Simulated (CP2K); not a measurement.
## SnTe under changes of volume

One of the cells (47.091 Å³/atom); the others are scaled copies at fixed shape and fractional positions:

```
Te Sn
1.0
     5.10693    0.00000    0.00000
     2.55347    4.42273    0.00000
     2.55347    1.47424    4.16979
Te Sn
1 1
Direct
  0.25000 0.25000 0.25000
  0.00000 0.00000 0.00000
```

Measurements of this composition are mostly on another form, of space group No. 225.

```yaml
Program: CP2K 2026.2
Functional: LDA
Potentials_or_basis: GTH_POTENTIALS Te GTH-PADE-q6, Sn GTH-PADE-q4; TZVP-MOLOPT-PBE-GTH basis
Density_cutoff: 6123 eV
k_mesh: 7 × 7 × 7
Occupations: fermi-dirac, width 0.0259 eV
Spin: no spin polarisation
```

```csv
volume (Å³/atom),energy over the lowest point (meV/atom),pressure (GPa),gap on the mesh (eV)
44.265,0.00,-0.5,0.11
45.207,4.38,-1.0,0.16
46.149,11.71,-1.5,0.21
47.091,?,?,?
48.033,34.16,-2.3,0.30
48.974,48.75,-2.7,0.34
49.916,65.29,-3.0,0.38
```

Problem. What does the run at 47.091 Å³/atom give?

Solution. Energy over the lowest point 21.72 meV/atom; pressure -1.9 GPa; gap on the mesh 0.26 eV.

Worked out: A Birch-Murnaghan fit of order 3 (a polynomial in V^(-2/3)) to the other rows has its minimum at 43.50 Å³/atom, just outside them, with B0 = V·E''(V) = 28 GPa and B' = 3.9. It gives 21.73 meV/atom at 47.091 Å³/atom, against the run's 21.72, and -dE/dV = -1.9 GPa, against -1.9. A straight line through the other rows of the gap, of slope 2.25 eV per unit of ln V, gives 0.25 eV, against the run's 0.26.

Energies are extrapolated to zero smearing.

Caveats: spin-orbit coupling is left out, which moves the levels of the heavy elements; an odd mesh through Γ misses points on the zone boundary, where band edges often lie; the basis of atomic orbitals isn't converged, which shifts pressures, moduli and gaps.
